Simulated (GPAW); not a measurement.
Al, 1 atom in the cell. It takes space group Fm-3m (No. 225, cubic). The conventional cell has a = 4.050 Å, b = 4.050 Å, c = 4.050 Å, α = 90.00°, β = 90.00°, γ = 90.00°. Al (site symmetry m-3m) has 12 Al at 2.86 Å as nearest neighbours. 

```yaml
Program: GPAW 26.7.0
Task: relaxation of cell and atoms
Functional: PBEsol
Dispersion: D4
Potentials_or_basis: PAW data sets generated in the run's folder for this functional
Cutoff: 600 eV
Basis: pw
k_mesh: 11 × 11 × 11
Occupations: fermi-dirac, width 0.05 eV
Spin: no spin polarisation
Maxiter: 150
Optimizer: BFGS
Fmax: 0.02 eV/Å
Max_steps: 60
Convergence: density=1e-05 forces=0.0001
```

Potentials or basis: PAW data sets generated in the run's folder for this functional, pw.

The run is started by

```console
$ gpaw-setup -f PBEsol Al
$ OMP_NUM_THREADS=1 python run.py
```

Hardware: 1 thread of Arm Neoverse N1 (shared host).

Problem. Estimate the wall time of this run.

Solution. Wall time 28 s on 1 thread of Arm Neoverse N1, with other jobs on the host, peak memory 0.15 GiB. Counts: scf iterations 25, plane waves 564, bands 7, k points 56, ion steps 3.
